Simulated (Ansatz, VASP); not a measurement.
# Two plane-wave programs on ZnS

File INCAR:

```
ALGO     = Normal         # electronic algorithm
EDIFF    = 1E-6           # SCF threshold, eV
ENCUT    = 520            # plane-wave cutoff, eV
GGA      = PS             # functional
ISIF     = 2              # what is computed and relaxed
ISMEAR   = 0              # smearing method
LASPH    = True           # aspherical terms in the spheres
LCHARG   = False          # write CHGCAR
LREAL    = False          # projectors in reciprocal space
LWAVE    = False          # write WAVECAR
NBANDS   = 16             # bands
NELM     = 60             # most SCF steps
PREC     = Accurate       # precision mode
SIGMA    = 0.05           # smearing width, eV
```

Contents of KPOINTS:

```
k-points
0
Gamma
  8 8 8
```

Contents of POSCAR:

```
ZnS
1.0
    0.0000000000      2.6782319983      2.6782319983
    2.6782319983      0.0000000000      2.6782319983
    2.6782319983      2.6782319983      0.0000000000
Zn S
1 1
Direct
    0.2500000000      0.2500000000      0.2500000000
    0.0000000000      0.0000000000      0.0000000000
```

Input for Ansatz:

```yaml
crystal:
  lattice:
    - [0.0, 2.6782319983, 2.6782319983]
    - [2.6782319983, 0.0, 2.6782319983]
    - [2.6782319983, 2.6782319983, 0.0]
  atoms:
    - { symbol: Zn, position: [0.25, 0.25, 0.25] }
    - { symbol: S, position: [0.0, 0.0, 0.0] }
basis:
  ecutwfc: 420
  ecutrho_ratio: 4
kpoints:
  mp_grid: { grid: [8, 8, 8] }
hamiltonian:
  xc: pbesol
scf:
  occupations: { method: gaussian, width: 0.05 }
output:
  forces: true
  stress: true
  eigenvalues: true
```

Alike in both runs: task single point; functional PBEsol; k mesh 8 × 8 × 8; occupations gaussian, width 0.05 eV; no spin polarisation.

```csv
,VASP,Ansatz
version,VASP 6.6.1,Ansatz 0.2.0
potentials or method,"VASP PAW PBE potentials, release 64 (Zn, S)","scalar-relativistic, plane waves, PAW"
plane-wave cutoff (eV),520,420
valence electrons in the cell,18,18
```

|  | VASP | Ansatz | Ansatz less VASP |
| --- | --- | --- | --- |
| gap on the k mesh at the Fermi level (eV) | 2.09 | 2.09 | -0.007 |
| least direct gap on the mesh (eV) | 2.09 | 2.09 | -0.007 |
| pressure (GPa) | 0.2 | 0.0 | -0.20 |

Caveats: the PAW data sets were made with another functional, which shifts forces and pressure a little (VASP).
